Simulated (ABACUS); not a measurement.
PbS:

```
Pb S
1.0
     2.07995   -5.99130    0.00000
     2.07995    5.99130    0.00000
     0.00000    0.00000    4.27932
Pb S
2 2
Direct
  0.13056 0.86944 0.25000
  0.86944 0.13056 0.75000
  0.35480 0.64520 0.25000
  0.64520 0.35480 0.75000
```

Measurements of this composition are mostly on another form, of space group No. 225.

* Program: ABACUS 3.10.1
* Task: relaxation of cell and atoms
* Functional: LDA
* Potentials or basis: PseudoDojo NC SR 0.4.1 LDA stringent
* Cutoff: 1211 eV
* Density cutoff: 4844 eV
* Basis: plane waves
* k mesh: 6 × 6 × 5
* Occupations: fermi-dirac, width 0.05 eV
* Spin: no spin polarisation

At the start: pressure -3.6 GPa; volume 26.66 Å³/atom.

Problem. Where does the relaxation end?

Solution. Over 25 steps the energy falls by 27.1 meV/atom and the volume is 24.21 Å³/atom (-9.2 %); space group Cmcm (No. 63, to 0.05 Å).

The path:
| step | energy change (eV) | largest force (eV/Å) | pressure (GPa) | volume (Å³) |
| --- | --- | --- | --- | --- |
| 1 | 0.0000 | 0.1280 | -3.57 | 106.65 |
| 2 | -0.0598 | 0.5161 | 1.86 | 97.42 |
| 3 | -0.0770 | 0.2796 | -0.07 | 100.23 |
| 4 | -0.0859 | 0.2125 | -0.08 | 99.61 |
| 5 | -0.0894 | 0.0564 | 0.00 | 98.65 |
| 6 | -0.0923 | 0.0441 | -0.01 | 98.46 |
| 7 | -0.0991 | 0.0382 | -0.03 | 97.86 |
| 8 | -0.1045 | 0.0972 | 0.02 | 96.67 |
| 9 | -0.1068 | 0.0512 | 0.06 | 96.74 |
| 10 | -0.1074 | 0.0444 | 0.10 | 96.81 |
| 11 | -0.1078 | 0.0204 | -0.03 | 96.96 |
| 12 | -0.1078 | 0.0256 | -0.09 | 97.03 |
| 13 | -0.1080 | 0.0243 | -0.03 | 96.95 |
| 14 | -0.1081 | 0.0125 | 0.07 | 96.81 |
| 15 | -0.1082 | 0.0145 | -0.01 | 96.90 |
| 16 | -0.1083 | 0.0177 | -0.02 | 96.93 |
| 17 | -0.1083 | 0.0122 | -0.03 | 96.91 |
| 18 | -0.1083 | 0.0122 | -0.04 | 96.90 |
| 19 | -0.1083 | 0.0082 | 0.00 | 96.84 |
| 20 | -0.1083 | 0.0097 | 0.03 | 96.79 |
| 21 | -0.1084 | 0.0055 | 0.02 | 96.80 |
| 22 | -0.1084 | 0.0058 | 0.00 | 96.81 |
| 23 | -0.1084 | 0.0124 | 0.01 | 96.82 |
| 24 | -0.1084 | 0.0063 | 0.00 | 96.82 |
| 25 | -0.1084 | 0.0035 | 0.01 | 96.83 |

Final structure:
```
Pb S
1.0
     2.02858   -5.69597    0.00000
     2.02858    5.69597    0.00000
     0.00000    0.00000    4.18991
Pb S
2 2
Direct
  0.12512 0.87488 0.25000
  0.87488 0.12512 0.75000
  0.35955 0.64045 0.25000
  0.64045 0.35955 0.75000
```
